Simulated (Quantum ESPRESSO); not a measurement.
The system is Sn.

```
CELL_PARAMETERS angstrom
0.00000 3.23334 3.23334
3.23334 0.00000 3.23334
3.23334 3.23334 0.00000
ATOMIC_POSITIONS crystal
Sn 0.75000 0.75000 0.75000
Sn 0.50000 0.50000 0.50000
```

This isn't the form of Sn at room conditions, which is tetragonal (white tin).

Base run:

| Quantity | Value |
| --- | --- |
| Program | Quantum ESPRESSO 7.5 |
| Functional | LDA |
| Potentials or basis | SG15 PBE 1.2 |
| Cutoff | 952 eV |
| Density cutoff | 3810 eV |
| k mesh | 7 × 7 × 7 |
| Occupations | fermi-dirac, width 0.05 eV |
| Spin | no spin polarisation |

Its results: band gap on the k mesh none (metal or under the smearing width); pressure -0.7 GPa.

Q: After a change of settings the same cell gave: band gap on the k mesh none (metal or under the smearing width); pressure 3.6 GPa. Which change was it?
A. functional from LDA to rSCAN; k mesh from 7 × 7 × 7 to 5 × 5 × 5
B. functional from LDA to vdW-DF2; potentials or basis from SG15 PBE 1.2 to PseudoDojo 0.4.1 SR PBE standard; cutoff from 952 eV to 980 eV; density cutoff from 3810 eV to 3918 eV
C. functional from LDA to RPBE
D. functional from LDA to PW91

A: D.

PW91 binds less tightly than LDA, so the same cell stands under more pressure.

Caveats: the potentials were made for another functional, which shifts forces and pressure; spin-orbit coupling is left out, which moves the levels of the heavy elements.
